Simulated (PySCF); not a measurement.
Spectrum to structure. Method: PySCF, TDDFT CAM-B3LYP/def2-SVPD, vertical, gas phase, core orbitals frozen in the response. Geometries: GFN2-xTB, one conformer each.

| state | E (eV) | f | main configurations (H = HOMO, L = LUMO) |
| --- | --- | --- | --- |
| S1 | 7.73 | 0.0009 | H→L+1 (47%), H→L (23%), H-3→L+4 (10%) |
| S2 | 7.92 | 0.0000 | H-1→L+2 (27%), H-3→L+1 (26%), H→L+4 (13%) |
| S3 | 8.16 | 0.0039 | H-1→L+1 (30%), H→L+3 (22%), H-3→L+2 (19%) |
| S4 | 8.23 | 0.0000 | H-1→L+2 (38%), H-3→L+1 (20%), H-2→L+3 (14%) |
| S5 | 8.24 | 0.0040 | H→L+2 (37%), H-2→L+1 (22%), H-3→L+3 (14%) |
| S6 | 8.29 | 0.0021 | H-1→L+3 (40%), H-2→L+2 (37%) |
| S7 | 8.94 | 0.012 | H→L (67%), H→L+1 (26%) |
| S8 | 9.19 | 0.021 | H-1→L (68%), H-1→L+1 (14%) |

Triplets computed (Tamm–Dancoff): 6.48, 6.48, 7.00 eV.

Question: Which structure fits?
A. `N#CCC#N` (malononitrile)
B. `C1=CSC=N1` (thiazole)
C. `C#CC#N` (cyanoacetylene)

Answer: A. Its S1, at 7.73 eV, is the highest among the candidates; the nearest of the others has S1 at 5.50 eV. S1 is HOMO→LUMO+1 (47%), HOMO→LUMO (23%), HOMO-3→LUMO+4 (10%). Löwdin shares by element: HOMO nitrogen 48%, carbon 35% or more (atoms not listed hold the other 18%); LUMO carbon 61%, hydrogen 14% or more (atoms not listed hold the other 25%). At the same level the other candidates give, for their lowest levels:
- `C#CC#N`: 5.27 eV (f 0.000); 5.51 eV (f 0.000 summed over 2 states); 7.85 eV (f 0.000); 8.20 eV (f 0.000 summed over 2 states); 8.34 eV (f 0.029 summed over 2 states); T1 4.27 eV; HOMO -10.39, LUMO -0.48 eV
- `c1cscn1`: 5.50 eV (f 0.000); 5.83 eV (f 0.087); 6.24 eV (f 0.002); 6.49 eV (f 0.042); 7.00 eV (f 0.001); T1 3.90 eV; HOMO -8.68, LUMO 0.22 eV
